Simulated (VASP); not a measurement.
An input for Ansatz (written as the equivalent of a VASP run, and not itself run):

Ansatz 0.2 input:
```yaml
crystal:
  lattice:
    - [0.0000000, 2.4879290, 2.4879290]
    - [2.4879290, 0.0000000, 2.4879290]
    - [2.4879290, 2.4879290, 0.0000000]
  atoms:
    - { symbol: In, position: [0.0000000, 0.0000000, 0.0000000] }
    - { symbol: N, position: [0.2500000, 0.2500000, 0.2500000] }
kpoints:
  mp_grid: { grid: [15, 15, 15], shift: [0.5, 0.5, 0.5] }
hamiltonian:
  xc: revpbe
  pseudopotentials: { kind: paw }
scf:
  occupations: { method: fermi_dirac, width: 0.136 }
  max_iter: 100
output: { forces: true, stress: true, eigenvalues: true }
```

Q: Translate this input to VASP (INCAR, KPOINTS, POSCAR, choice of POTCAR).

A: Several could match; the one computed here: 
File KPOINTS:
```
Automatic mesh
0
Gamma
15 15 15
0.5 0.5 0.5
```

**POSCAR**
```
InN
1
    0.0000000000     2.4879290000     2.4879290000
    2.4879290000     0.0000000000     2.4879290000
    2.4879290000     2.4879290000     0.0000000000
In N
1 1
Direct
  0.0000000000   0.0000000000   0.0000000000
  0.2500000000   0.2500000000   0.2500000000
```

INCAR:
```
LMAXMIX = 4
PREC = Accurate
ENCUT = 400
LASPH = .TRUE.   # aspherical one-centre terms
ISMEAR = -1   # Fermi-Dirac
LWAVE = .FALSE.
NELM = 100   # most electronic steps
LREAL = .FALSE.   # projection in real space or not
SYSTEM = InN
ISIF = 2
GGA = RE
SIGMA = 0.136
ALGO = Normal   # blocked Davidson
LCHARG = .FALSE.
EDIFF = 1E-6
```

POTCAR, in this order: In_d N (PBE.64 set). Program: vasp_std.

The two are equivalent in intent, not identical: each code has its own PAW files, so the cut-off isn't converted (ENCUT is set for VASP's; basis.ecutwfc is left out, and Ansatz then takes the one that its files recommend); Ansatz stops its SCF on the density residual and VASP on the energy change (EDIFF).

The structure comes from a computed database's InN entry; how it stands against other phases isn't given here. The cell was not relaxed at this level.
